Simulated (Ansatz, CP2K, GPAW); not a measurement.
## Zn: programs and potentials compared

```
Zn
1.0
     2.71765    0.00000    0.00000
    -0.90588    2.56223    0.00000
    -0.90588   -1.28111    2.21895
Zn
1
Direct
  0.00000 0.00000 0.00000
```

This isn't the form of Zn at room conditions, which is hcp.

Alike in all runs: task single point; functional LDA; k mesh 12 × 12 × 12; occupations gaussian, width 0.02 eV; no spin polarisation; no spin-orbit coupling. LDA stands for any of its common fits. Pressure is positive in compression and, in plane waves, holds the error of the finite cutoff, which Ansatz's Pulay term estimates and takes out.

```csv
program and potentials,plane-wave cutoff (eV),notes,band gap (eV),pressure (GPa)
"Ansatz, Ansatz PAW",420,"potentials made for PBE, which Ansatz adapts in part; Pulay term of +0.05 GPa included",no gap,-8.31
"GPAW, the program's PAW data sets (release 1.2.1) made for this functional",600,-,no gap,-8.65
"CP2K, GTH_POTENTIALS Zn GTH-PADE-q12; TZVP-MOLOPT-PBE-GTH basis",-,atomic basis,no gap,-7.84
"Ansatz, all-electron LAPW, scalar-relativistic",-,-,no gap,-8.30
```

None finds a gap. The pressure spans -8.65 (GPAW, the program's PAW data sets (release 1.2.1) made for this functional) to -7.84 GPa (CP2K, GTH_POTENTIALS Zn GTH-PADE-q12; TZVP-MOLOPT-PBE-GTH basis), with all-electron results at -8.30. Rows in atomic bases carry the error of their basis and grid, which can be large.

Differences between rows come from potentials, basis sets and numerical settings, since the functional is the same but for its coding. Runs on potential files found faulty are left out.
